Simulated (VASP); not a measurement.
# Si2Ni (Fm-3m) in VASP: notebook

One crystal, Si2Ni, is run at these levels: PBE; tasks: relaxation of cell and atoms, electrostatic potential.

Program: VASP 6.6.1. These are calculated values, not measurements. Logs are shortened: lines on timing, memory, paths and dates and some standing lists are left out, and cuts for length are marked.

## Step 1: Starting point

Symmetry: Fm-3m, No. 225, cubic system. Conventional cell: a = 5.390 Å, b = 5.390 Å, c = 5.390 Å, α = 90.00°, β = 90.00°, γ = 90.00°. Around Ni (site symmetry m-3m) lie 8 Si at 2.33 Å. Si (site symmetry -43m) is surrounded by 4 Ni at 2.33 Å.

The cell was built by a generator and needn't be a form met in nature.

## Step 2: Relaxation of cell and atoms, PBE

Input file INCAR:

```
PREC = Accurate
ENCUT = 600
EDIFF = 1E-7
ISMEAR = 1
SIGMA = 0.1
LREAL = False
LASPH = True
NELM = 120
ALGO = Fast
ISIF = 3
LWAVE = False
LCHARG = False
GGA = PE
IBRION = 2
NSW = 40
EDIFFG = -0.005
```

Input file KPOINTS:

```
regular mesh
0
Gamma
  14 14 14
```

Input file POSCAR:

```
Si2Ni
1.0
    0.0000000000      2.6950000000      2.6950000000
    2.6950000000      0.0000000000      2.6950000000
    2.6950000000      2.6950000000      0.0000000000
Ni Si
1 2
Direct
    0.0000000000      0.0000000000      0.0000000000
    0.2500000000      0.2500000000      0.2500000000
    0.7500000000      0.7500000000      0.7500000000
```

Potentials or basis: VASP PAW PBE potentials, release 64 (Ni, Si).

Command:

```sh
$ cat potpaw_PBE.64/Ni/POTCAR potpaw_PBE.64/Si/POTCAR > POTCAR
$ mpirun -np 1 vasp_std > vasp.out
```

OUTCAR:

```text
PREC = Accurate
   ENCUT = 600
   EDIFF = 1E-7
   ISMEAR = 1
   LREAL = False
   LASPH = True
   NELM = 120
   ISIF = 3
   GGA = PE
   IBRION = 2
   NSW = 40
   EDIFFG = -0.005

 ion  position               nearest neighbor table
   1  0.000  0.000  0.000-   3 2.33   3 2.33   3 2.33   2 2.33   2 2.33   2 2.33   3 2.33   2 2.33

   2  0.250  0.250  0.250-   1 2.33   1 2.33   1 2.33   1 2.33   3 2.69   3 2.69   3 2.69   3 2.69
                             3 2.69   3 2.69
   3  0.750  0.750  0.750-   1 2.33   1 2.33   1 2.33   1 2.33   2 2.69   2 2.69   2 2.69   2 2.69
                             2 2.69   2 2.69

  LATTYP: Found a face centered cubic cell.
 ALAT       =     5.3900000000

  Lattice vectors:

 A1 = (   0.0000000000,   2.6950000000,   2.6950000000)
 A2 = (   2.6950000000,   0.0000000000,   2.6950000000)
 A3 = (   2.6950000000,   2.6950000000,   0.0000000000)

Analysis of symmetry for initial positions (statically):
=====================================================================
 Subroutine PRICEL returns:
 Original cell was already a primitive cell.

 Routine SETGRP: Setting up the symmetry group for a
 face centered cubic supercell.

 Subroutine GETGRP returns: Found 48 space group operations
 (whereof 48 operations were pure point group operations)
 out of a pool of 48 trial point group operations.

The static configuration has the point symmetry O_h .

Analysis of symmetry for dynamics (positions and initial velocities):
=====================================================================
 Subroutine PRICEL returns:
 Original cell was already a primitive cell.

 Routine SETGRP: Setting up the symmetry group for a
 face centered cubic supercell.

 Subroutine GETGRP returns: Found 48 space group operations
 (whereof 48 operations were pure point group operations)
 out of a pool of 48 trial point group operations.

The dynamic configuration has the point symmetry O_h .

 Subroutine INISYM returns: Found 48 space group operations
 (whereof 48 operations are pure point group operations),
 and found     1 'primitive' translations

----------------------------------------------------------------------------------------

                                     Primitive cell

  volume of cell :      39.1477

  direct lattice vectors                    reciprocal lattice vectors
     0.000000000  2.695000000  2.695000000    -0.185528757  0.185528757  0.185528757
     2.695000000  0.000000000  2.695000000     0.185528757 -0.185528757  0.185528757
     2.695000000  2.695000000  0.000000000     0.185528757  0.185528757 -0.185528757

  length of vectors
     3.811305551  3.811305551  3.811305551     0.321345233  0.321345233  0.321345233

  position of ions in fractional coordinates (direct lattice)
     0.000000000  0.000000000  0.000000000
     0.250000000  0.250000000  0.250000000
     0.750000000  0.750000000  0.750000000

  ion indices of the primitive-cell ions
   primitive index   ion index
                 1           1
                 2           2
                 3           3

----------------------------------------------------------------------------------------

 KPOINTS: regular mesh

Automatic generation of k-mesh.
 Grid dimensions read from file:
 generate k-points for:   14   14   14

 Generating k-lattice:

  Cartesian coordinates                     Fractional coordinates (reciprocal lattice)
    -0.013252054  0.013252054  0.013252054     0.071428571  0.000000000  0.000000000
     0.013252054 -0.013252054  0.013252054     0.000000000  0.071428571  0.000000000
     0.013252054  0.013252054 -0.013252054     0.000000000  0.000000000  0.071428571

  Length of vectors
     0.022953231  0.022953231  0.022953231

  Shift w.r.t. Gamma in fractional coordinates (k-lattice)
     0.000000000  0.000000000  0.000000000

 Subroutine IBZKPT returns following result:
 ===========================================

 Found    104 irreducible k-points:

 Following reciprocal coordinates:
            Coordinates               Weight
  0.000000  0.000000  0.000000      1.000000
  0.071429  0.000000  0.000000      8.000000
  0.142857  0.000000  0.000000      8.000000
  0.214286  0.000000  0.000000      8.000000
  0.285714  0.000000  0.000000      8.000000
  0.357143  0.000000  0.000000      8.000000
[... 16 lines left out ...]
  0.214286  0.142857  0.000000     24.000000
  0.285714  0.142857  0.000000     24.000000
 [... further k-points ...]
   k-points           NKPTS =    104   k-points in BZ     NKDIM =    104   number of bands    NBANDS=     13
   number of dos      NEDOS =    301   number of ions     NIONS =      3
   total plane-waves  NPLWV =  27000
   dimension x,y,z NGX =    30 NGY =   30 NGZ =   30
   dimension x,y,z NGXF=    60 NGYF=   60 NGZF=   60
   ions per type =               1   2
   NGX,Y,Z   is equivalent  to a cutoff of  13.09, 13.09, 13.09 a.u.
   NGXF,Y,Z  is equivalent  to a cutoff of  26.17, 26.17, 26.17 a.u.
 SYSTEM =  unknown system
   PREC   = accura    normal or accurate (medium, high low for compatibility)
   ISTART =      0    job   : 0-new  1-cont  2-samecut
   ICHARG =      2    charge: 1-file 2-atom 10-const
   ISPIN  =      1    spin polarized calculation?
   LNONCOLLINEAR =      F non collinear calculations
   LSORBIT =      F    spin-orbit coupling
   LASPH  =      T    aspherical Exc in radial PAW
   ENCUT  =  600.0 eV  44.10 Ry    6.64 a.u.   7.61  7.61  7.61*2*pi/ulx,y,z
   NELM   =    120;   NELMIN=  2; NELMDL= -5     # of ELM steps
   EDIFF  = 0.1E-06   stopping-criterion for ELM
   LREAL  =      F    real-space projection
   EDIFFG = -.5E-02   stopping-criterion for IOM
   NSW    =     40    number of steps for IOM
   IBRION =      2    ionic relax: 0-MD 1-quasi-New 2-CG
   NFREE  =      1    steps in history (QN), initial steepest desc. (CG)
   ISIF   =      3    stress and relaxation
   ISYM   =      2    0-nonsym 1-usesym 2-fastsym
   POTIM  = 0.5000    time-step for ionic-motion
   TEBEG  =    0.0;   TEEND  =   0.0 temperature during run
   PSTRESS=    0.0 pullay stress
   NELECT =      18.0000    total number of electrons
   NUPDOWN=      -1.0000    fix difference up-down
   EMIN   =  10.00;   EMAX   =-10.00  energy-range for DOS
   EFERMI =   0.00;   METHOD = LEGACY
   ISMEAR =     1;   SIGMA  =   0.10  broadening in eV -4-tet -1-fermi 0-gaus
   EFERMI_NEDOS =   21; number of points for ismear=-14 and -15
   IALGO  =     68    algorithm
   IMIX   =      4    mixing-type and parameters
     AMIX     =   0.40;   BMIX     =  1.00
     AMIX_MAG =   1.60;   BMIX_MAG =  1.00
  volume/ion in A,a.u.               =      13.05        88.06
  Fermi-wavevector in a.u.,A,eV,Ry     =   1.263563  2.387788 21.722945  1.596591
  Thomas-Fermi vector in A             =   2.396913
   LORBIT       =      0    0 simple, 1 ext, 2 COOP (PROOUT), +10 PAW based schemes
   GGA     = PE    functional components
   LHFCALC =     F    Hartree Fock is set to
   AEXX    =    0.0000 exact exchange contribution
   IVDW    =     0    specifies the selected vdW correction
   LEPSILON=     F    determine dielectric tensor
   LRPA    =     F    only Hartree local field effects (RPA)
 conjugate gradient relaxation of ions
 non-spin polarized calculation
 RMM-DIIS sequential band-by-band and
 Methfessel and Paxton  Order N= 1 SIGMA  =   0.10
  energy-cutoff  :      600.00
  volume of cell :       39.15
 maximum number of plane-waves:      1326
   NGX = 15   NGY = 15   NGZ = 15

--------------------------------------- Ionic step        1  -------------------------------------------

 number of electron      17.9999991 magnetization

 Free energy of the ion-electron system (eV)
  ---------------------------------------------------
  ext. energy  EPLUGINS =         0.00000000
  ---------------------------------------------------
  free energy    TOTEN  =       -17.35138224 eV

  energy without entropy =      -17.35150614  energy(sigma->0) =      -17.35142354

------------------------ aborting loop because EDIFF is reached ----------------------------------------

  FORCE on cell =-STRESS in cart. coord.  units (eV):
  Direction    XX          YY          ZZ          XY          YZ          ZX
  --------------------------------------------------------------------------------------
  -------------------------------------------------------------------------------------
  Total        1.1853360      1.1853360      1.1853360      0.0000000     -0.0000000      0.0000000
  in kB       48.5116192     48.5116192     48.5116192      0.0000000     -0.0000000      0.0000000
  external PRESSURE =      48.5116192 kB  Pullay stress =       0.0000000 kB
[... 22 lines left out ...]
  energy  without entropy=      -17.3515061369  energy(sigma->0) =      -17.35142354

--------------------------------------- Ionic step        2  -------------------------------------------

 number of electron      18.0000003 magnetization

 E-fermi :   9.7579     XC(G=0): -11.3684

 val. band max:        9.6580672563   @ k =   0.4286   0.2857   0.0000
 cond. band min:       9.7605443674   @ k =  -0.4286   0.4286   0.0714
 fundamental gap:      0.1024771111
 Fermi energy:         9.7579054169

 k-point     1 :       0.0000    0.0000    0.0000
  band No.  band energies     occupation
      1      -3.6436      2.00000
      2       4.8686      2.00000
      3       4.8686      2.00000
      4       4.8686      2.00000
      5       6.5125      2.00000
      6       6.5125      2.00000
      7       9.0951      2.00000
      8      11.4016     -0.00000
      9      11.4016     -0.00000
     10      11.4016     -0.00000
     11      12.1213      0.00000
     12      12.1213      0.00000
     13      12.1213      0.00000
[... 587 lines left out ...]
  energy  without entropy=      -17.3695700632  energy(sigma->0) =      -17.36963681

--------------------------------------- Ionic step        8  -------------------------------------------

 number of electron      17.9999991 magnetization

 Free energy of the ion-electron system (eV)
  ---------------------------------------------------
  ext. energy  EPLUGINS =         0.00000000
  ---------------------------------------------------
  free energy    TOTEN  =       -17.36967031 eV

  energy without entropy =      -17.36957011  energy(sigma->0) =      -17.36963691

 E-fermi :  10.1688     XC(G=0): -11.4861

 val. band max:       10.0689243057   @ k =   0.4286   0.2857   0.0000
 cond. band min:      10.1704794409   @ k =  -0.4286   0.4286   0.0714
 fundamental gap:      0.1015551352
 Fermi energy:        10.1688330957

 k-point     1 :       0.0000    0.0000    0.0000
  band No.  band energies     occupation
      1      -3.5128      2.00000
      2       5.0780      2.00000
      3       5.0780      2.00000
      4       5.0780      2.00000
      5       6.7502      2.00000
      6       6.7502      2.00000
      7       9.6620      2.00000
      8      11.8081     -0.00000
      9      11.8081     -0.00000
     10      11.8081     -0.00000
     11      12.4533      0.00000
     12      12.4533      0.00000
     13      12.4533      0.00000
[... 398 lines left out ...]
  FREE ENERGIE OF THE ION-ELECTRON SYSTEM (eV)
  ---------------------------------------------------
  free  energy   TOTEN  =       -17.3696703142 eV

  energy  without entropy=      -17.3695701141  energy(sigma->0) =      -17.36963691

 reached required accuracy - stopping structural energy minimisation
```

Wall time 2.3 min (1 thread of Intel Xeon 6975P-C (Granite Rapids), shared host); peak memory 0.22 GiB.

Results:

```
Free energy                            : -17.3697 eV
Relaxed volume                         : 13.46 Å³/atom
Relaxed cell                           : a = 3.851 Å, b = 3.851 Å, c = 3.851 Å, α = 60.00°, β = 60.00°, γ = 60.00°
Space group after relaxing (to 0.05 Å) : Fm-3m (No. 225)
Energy gained by relaxing              : 6.1 meV/atom
Ionic steps                            : 8
Pressure after relaxing                : 0.0 GPa
Band gap on the k mesh                 : none (metal or under the smearing width)
```

The path:
| step | energy change (eV) | largest force (eV/Å) | pressure (GPa) | volume (Å³) |
| --- | --- | --- | --- | --- |
| 1 | 0.0000 | 0.0000 | 4.85 | 39.15 |
| 2 | -0.0068 | 0.0000 | -3.49 | 41.43 |
| 3 | -0.0183 | 0.0000 | -0.12 | 40.40 |
| 4 | -0.0183 | 0.0000 | 0.12 | 40.37 |
| 5 | -0.0183 | 0.0000 | 0.09 | 40.37 |
| 6 | -0.0183 | 0.0000 | 0.10 | 40.37 |
| 7 | -0.0183 | 0.0000 | 0.10 | 40.37 |
| 8 | -0.0183 | 0.0000 | 0.04 | 40.37 |

Final structure:
```
Ni Si
1.0
     0.00000    2.72278    2.72278
     2.72278    0.00000    2.72278
     2.72278    2.72278    0.00000
Ni Si
1 2
Direct
  0.00000 0.00000 0.00000
  0.25000 0.25000 0.25000
  0.75000 0.75000 0.75000
```

## Step 3: Electrostatic potential, PBE

This run uses another cell than the first one, of 13.46 Å³/atom, 1.031 times its volume.

Input file INCAR:

```
SYSTEM = Si2Ni
  PREC = Accurate
  ENCUT = 520
  EDIFF = 1E-7
  ISMEAR = 1
  SIGMA = 0.1
  LREAL = .FALSE.
  LASPH = .TRUE.
  NELM = 100
  ALGO = Fast
  ISIF = 2
  LWAVE = .FALSE.
  LCHARG = .TRUE.
  GGA = PE
  LVHAR = .TRUE.
```

Input file KPOINTS:

```
regular mesh
0
G
  14 14 14
  0 0 0
```

Input file POSCAR:

```
Si2Ni                                   
1.0
   -0.0000000000      2.7227839969      2.7227839969
    2.7227839969      0.0000000000      2.7227839969
    2.7227839969      2.7227839969     -0.0000000000
  Ni              Si            
     1     2
Direct
     0.0000000000000000    0.0000000000000000    0.0000000000000000
     0.2500000000000000    0.2500000000000000    0.2500000000000000
     0.7500000000000000    0.7500000000000000    0.7500000000000000
```

Potentials or basis: VASP PAW PBE potentials, release 64 (Ni, Si).

Command:

```sh
$ cat potpaw_PBE.64/Ni/POTCAR potpaw_PBE.64/Si/POTCAR > POTCAR
$ mpirun -np 1 vasp_std > vasp.out
```

Run time: 52 s. Hardware: 1 thread of Intel Xeon 6975P-C (Granite Rapids), shared host; peak memory 0.2 GiB.

The run converged. Its results:

```yaml
Free_energy: -17.3701 eV
Pressure: 0.1 GPa
Band_gap_on_the_k_mesh: none (metal or under the smearing width)
```

Levels at points of the mesh, in eV from the Fermi level:
```
           k point  band 6  band 7  band 8  band 9  band 10  band 11  band 12  band 13
(0.00, 0.00, 0.00)   -3.42   -0.51    1.64    1.64     1.64     2.28     2.28     2.28
(0.50, 0.00, 0.00)   -3.24   -3.24   -1.43   -1.43     1.72     1.76     1.76     2.45
(0.50, 0.50, 0.00)   -3.51   -3.51   -3.35   -3.03    -0.48     1.43     7.71     8.10
```

Spin polarisation is off, so any magnetic state and its effect on volume and gap are missing.
